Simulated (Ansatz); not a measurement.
Molecular dynamics on a 2×2×2 supercell (16 atoms) of ZnSe (zincblende), relaxed with r2SCAN. Forces come from PBE in the PAW code Ansatz: Langevin thermostat and barostat (NPT), 200 K, steps of 2 fs. Classical nuclei, no spin polarisation; a few dozen steps show the first response, not equilibrium.

```yaml
crystal:
  lattice:
    - [0.0, 5.664841361, 5.664841361]
    - [5.664841361, 0.0, 5.664841361]
    - [5.664841361, 5.664841361, 0.0]
  atoms:
    - { symbol: Zn, position: [0.0, 0.0, 0.0] }
    - { symbol: Se, position: [0.125, 0.125, 0.125] }
    - { symbol: Zn, position: [0.0, 0.0, 0.5] }
    - { symbol: Se, position: [0.125, 0.125, 0.625] }
    - { symbol: Zn, position: [0.0, 0.5, 0.0] }
    - { symbol: Se, position: [0.125, 0.625, 0.125] }
    - { symbol: Zn, position: [0.0, 0.5, 0.5] }
    - { symbol: Se, position: [0.125, 0.625, 0.625] }
    - { symbol: Zn, position: [0.5, 0.0, 0.0] }
    - { symbol: Se, position: [0.625, 0.125, 0.125] }
    - { symbol: Zn, position: [0.5, 0.0, 0.5] }
    - { symbol: Se, position: [0.625, 0.125, 0.625] }
    - { symbol: Zn, position: [0.5, 0.5, 0.0] }
    - { symbol: Se, position: [0.625, 0.625, 0.125] }
    - { symbol: Zn, position: [0.5, 0.5, 0.5] }
    - { symbol: Se, position: [0.625, 0.625, 0.625] }
kpoints:
  mp_grid: { grid: [2, 2, 2] }
hamiltonian:
  xc: pbe
scf:
  occupations: { method: fermi_dirac, width: 0.02 }
md:
  ensemble: npt_langevin
  temperature: 200
  timestep: 2.0
  n_steps: 40
  initial_velocities: maxwell_boltzmann
  seed: 2603
```

Command: `ansatz run input.yaml --threads 4 --pin off --max-ram 3686MiB --backend cpu --events-out ev --progress --plain --runs-dir out`. Wall time 7.2 min on 4 threads of Arm Neoverse N1 (shared host); peak host memory 1.8 GiB.

**Question.** How do temperature and energy develop?

**Answer.** The temperature starts at 188 K, is lowest at step 25 (69 K, 50 fs) and ends at 154 K. The thermostat hasn't had time to restore it. The atoms start on their lattice sites with kinetic energy alone, so much of it first passes into potential energy.

| step | t (fs) | T (K) | free energy F from step 0 (meV/atom) | kinetic energy (meV/atom) | pressure (GPa) | volume (Å³/atom) | largest force (eV/Å) |
| --- | --- | --- | --- | --- | --- | --- | --- |
| 0 | 0 | 188 | 0.0 | 24.2 | 2.65 | 22.72 | 0.00 |
| 1 | 2 | 195 | 0.0 | 25.2 | 2.64 | 22.73 | 0.08 |
| 2 | 4 | 173 | 0.0 | 22.4 | 2.58 | 22.75 | 0.16 |
| 3 | 6 | 166 | 0.0 | 21.4 | 2.50 | 22.77 | 0.24 |
| 4 | 8 | 175 | 0.0 | 22.6 | 2.38 | 22.82 | 0.30 |
| 5 | 10 | 189 | -0.1 | 24.4 | 2.22 | 22.88 | 0.37 |
| 6 | 12 | 171 | -0.1 | 22.1 | 2.00 | 22.96 | 0.42 |
| 7 | 14 | 157 | -0.2 | 20.3 | 1.73 | 23.06 | 0.47 |
| 8 | 16 | 157 | -0.1 | 20.3 | 1.44 | 23.17 | 0.52 |
| 9 | 18 | 141 | 0.1 | 18.2 | 1.13 | 23.29 | 0.57 |
| 10 | 20 | 122 | 0.5 | 15.8 | 0.81 | 23.41 | 0.61 |
| 11 | 22 | 127 | 1.1 | 16.4 | 0.49 | 23.54 | 0.65 |
| 12 | 24 | 110 | 2.0 | 14.2 | 0.17 | 23.68 | 0.68 |
| 13 | 26 | 120 | 3.1 | 15.5 | -0.13 | 23.81 | 0.70 |
| 14 | 28 | 115 | 4.4 | 14.9 | -0.41 | 23.94 | 0.71 |
| 15 | 30 | 98 | 5.9 | 12.7 | -0.68 | 24.06 | 0.73 |
| 16 | 32 | 84 | 7.5 | 10.8 | -0.95 | 24.18 | 0.77 |
| 17 | 34 | 81 | 9.1 | 10.4 | -1.19 | 24.30 | 0.80 |
| 18 | 36 | 70 | 10.7 | 9.1 | -1.41 | 24.41 | 0.83 |
| 19 | 38 | 76 | 12.3 | 9.8 | -1.60 | 24.51 | 0.85 |
| 20 | 40 | 81 | 13.7 | 10.5 | -1.76 | 24.59 | 0.87 |
| 21 | 42 | 78 | 15.0 | 10.1 | -1.91 | 24.66 | 0.88 |
| 22 | 44 | 73 | 16.1 | 9.4 | -2.04 | 24.73 | 0.87 |
| 23 | 46 | 71 | 17.0 | 9.2 | -2.15 | 24.79 | 0.86 |
| 24 | 48 | 78 | 17.7 | 10.0 | -2.22 | 24.83 | 0.84 |
| 25 | 50 | 69 | 18.3 | 8.9 | -2.28 | 24.86 | 0.82 |
| 26 | 52 | 79 | 18.5 | 10.2 | -2.28 | 24.86 | 0.81 |
| 27 | 54 | 80 | 18.4 | 10.4 | -2.25 | 24.85 | 0.82 |
| 28 | 56 | 77 | 17.9 | 10.0 | -2.20 | 24.82 | 0.84 |
| 29 | 58 | 72 | 17.1 | 9.3 | -2.12 | 24.77 | 0.85 |
| 30 | 60 | 80 | 16.2 | 10.4 | -2.00 | 24.71 | 0.86 |
| 31 | 62 | 84 | 15.0 | 10.9 | -1.87 | 24.64 | 0.86 |
| 32 | 64 | 103 | 13.8 | 13.4 | -1.71 | 24.56 | 0.86 |
| 33 | 66 | 120 | 12.4 | 15.6 | -1.53 | 24.47 | 0.85 |
| 34 | 68 | 123 | 11.1 | 15.9 | -1.34 | 24.37 | 0.84 |
| 35 | 70 | 131 | 9.9 | 17.0 | -1.13 | 24.27 | 0.83 |
| 36 | 72 | 140 | 8.9 | 18.1 | -0.92 | 24.17 | 0.82 |
| 37 | 74 | 138 | 8.1 | 17.8 | -0.71 | 24.07 | 0.81 |
| 38 | 76 | 137 | 7.5 | 17.7 | -0.51 | 23.98 | 0.80 |
| 39 | 78 | 141 | 7.1 | 18.2 | -0.31 | 23.89 | 0.80 |
| 40 | 80 | 154 | 6.8 | 19.9 | -0.09 | 23.80 | 0.79 |

Positions (Å) and forces (eV/Å) at step 40:
```
cell (Å): 0.000 5.753 5.753; 5.753 0.000 5.753; 5.753 5.753 0.000
Zn  -0.081  -0.024   0.115     0.574   0.228  -0.444
Se   1.526   1.464   1.442    -0.377  -0.114  -0.208
Zn   2.939   2.933  -0.044    -0.037  -0.330   0.008
Se   4.279   4.328   1.490     0.053  -0.106   0.043
Zn   2.877   0.052   2.961     0.236   0.321  -0.041
Se   4.342   1.527   4.399     0.209  -0.357  -0.266
Zn   5.809   2.957   2.883    -0.164  -0.487  -0.122
Se   7.204   4.349   4.309     0.157  -0.140   0.193
Zn  -0.022   2.865   2.793     0.068  -0.194   0.265
Se   1.441   4.229   4.283    -0.440   0.626   0.205
Zn   2.851   5.787   2.925    -0.104  -0.033   0.122
Se   4.357   7.127   4.361    -0.049   0.314  -0.229
Zn   2.836   2.900   5.768     0.055  -0.041   0.014
Se   4.259   4.346   7.226    -0.039  -0.226   0.150
Zn   5.765   5.645   5.833    -0.115   0.280  -0.190
Se   7.184   7.154   7.149    -0.026   0.261   0.500
```
